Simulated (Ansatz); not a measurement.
A run of Ansatz 0.2.0:

input.yaml

```yaml
crystal:
  lattice:
    - [3.5613831954, 0.0, 0.0]
    - [-1.7806915977, 3.0842483198, 0.0]
    - [0.0, 0.0, 38.99026814]
  atoms:
    - { symbol: Te, position: [0.3333333333, 0.6666666667, 0.32822317] }
    - { symbol: Te, position: [0.3333333333, 0.6666666667, 0.95181809] }
    - { symbol: Te, position: [0.6666666667, 0.3333333333, 0.14008092] }
    - { symbol: Te, position: [0.6666666667, 0.3333333333, 0.76363067] }
    - { symbol: Te, position: [0.6666666667, 0.3333333333, 0.04818191] }
    - { symbol: Te, position: [0.6666666667, 0.3333333333, 0.67177683] }
    - { symbol: Te, position: [0.3333333333, 0.6666666667, 0.23636933] }
    - { symbol: Te, position: [0.3333333333, 0.6666666667, 0.85991908] }
    - { symbol: Mo, position: [0.6666666667, 0.3333333333, 0.282338] }
    - { symbol: Mo, position: [0.6666666667, 0.3333333333, 0.90585884] }
    - { symbol: Mo, position: [0.3333333333, 0.6666666667, 0.09414116] }
    - { symbol: Mo, position: [0.3333333333, 0.6666666667, 0.717662] }
hamiltonian:
  xc: pbesol
  pseudopotentials: { kind: paw }
kpoints:
  mp_grid: { grid: [7, 7, 1] }
scf:
  occupations: { method: fermi_dirac, width: 0.05 }
output:
  forces: true
  stress: true
  eigenvalues: true
```

Potentials or basis: Ansatz PAW.

Launch:

```bash
$ ansatz run input.yaml --threads 4 --pin off --max-ram 11264MiB --backend cpu --events-out ev --progress --plain --runs-dir out
```

Hardware: 4 threads of Arm Neoverse V1, on a shared host.

Problem. Estimate the wall time of this run.

Solution. Run time: 7.5 s on 4 threads of Arm Neoverse V1, with other jobs on the host, peak memory 1.4 GiB. Counts: scf iterations 11, plane waves 8237, k points 8, bands 111.
